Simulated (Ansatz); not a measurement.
# SrVO3 in Ansatz: the effect of strain

Crystal: SrVO3.

```
Sr V O
1.0
     3.84090    0.00000    0.00000
     0.00000    3.84090    0.00000
     0.00000    0.00000    3.68726
Sr V O
1 1 3
Direct
  0.50000 0.50000 0.50000
  0.00000 0.00000 0.00000
  0.00000 0.00000 0.50000
  0.00000 0.50000 0.00000
  0.50000 0.00000 0.00000
```

Alike in all runs:

```yaml
Program: Ansatz 0.2.0
Task: single point
Functional: PBE
Potentials_or_basis: Ansatz PAW
Cutoff: "420 eV (not typed: the program's choice for these potentials)"
k_mesh: 6 × 6 × 6
Occupations: fermi-dirac, width 0.05 eV
Spin: collinear spin, ferromagnetic start
Starting_moments: "[0.0, 2.0, 0.0, 0.0, 0.0] μB"
Kind_of_strain: uniaxial
```

```tsv
strain	pressure (GPa)	moment (μB)
-0.04	11.6	0.00
-0.02	7.0	0.46
-0.01	4.8	0.47
0	2.8	0.47
0.01	1.0	0.48
0.02	?	?
0.04	-3.7	0.50
```

What does the run with strain 0.02 give?

Pressure -0.7 GPa; moment 0.48 μB.

Worked out: A parabola through the other rows of the pressure, of slope -163 GPa per unit of strain there, gives -0.7 GPa, against the run's -0.7. The moment follows no smooth curve through the other rows.

Caveats: the starting moments weren't kept (some runs).
